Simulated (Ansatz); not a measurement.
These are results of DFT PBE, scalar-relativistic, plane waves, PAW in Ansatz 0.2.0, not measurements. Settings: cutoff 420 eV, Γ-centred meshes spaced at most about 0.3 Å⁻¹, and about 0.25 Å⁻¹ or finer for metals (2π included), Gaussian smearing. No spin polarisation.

Temperature and zero-point effects are left out.

Two forms of Cd4Te were relaxed alike.

A. Space group Pm-3m (No. 221), cubic, a = 5.818 Å. Cd on a site of symmetry 4/mmm has 2 Te at 2.91 Å and 12 Cd at 4.11 Å; around Cd on a site of symmetry m-3m lie 12 Cd at 4.11 Å (long contacts); Te has 6 Cd at 2.91 Å.

B. Space group Pm-3m (No. 221), cubic, a = 5.437 Å. Around Cd on a site of symmetry m-3m lie 6 Cd at 2.72 Å; Cd on a site of symmetry 4/mmm is surrounded by 2 Cd at 2.72 Å, 4 Te at 3.84 Å and 8 Cd at 3.84 Å; Te has 12 Cd at 3.84 Å and 8 Cd at 4.71 Å.

Problem. Which arrangement of the elements on these sites is preferred, and by what margin?

Solution. B is lower, by 90 meV/atom. The two share one framework of sites and differ in which element sits where. A has space group Pm-3m (No. 221), 39.4 Å³/atom and no gap on its mesh; B has space group Pm-3m (No. 221), 32.1 Å³/atom and no gap. Counting Cd atoms around Te (those within 1.25 times the shortest such distance or 1.15 times the sum of covalent radii; a plus sign parts nearer from farther groups; the shortest distance is added where it is long for a bond), A has Te 6 and B has Te 12+8 from 3.8 Å. The denser one is the lower, and pressure would at first widen the difference. Even the lower one lies +0.28 eV/atom against the reference forms of the elements (uncorrected), so neither is stable at this level. Both come from invented guesses. The lowest form computed isn't among them: it has Cd and Te ordered on fcc sites, space group I4/m (No. 87), 25.3 Å³/atom and lies 225 meV/atom below the best shown.

Spin–orbit coupling, which can matter for Te, is left out.
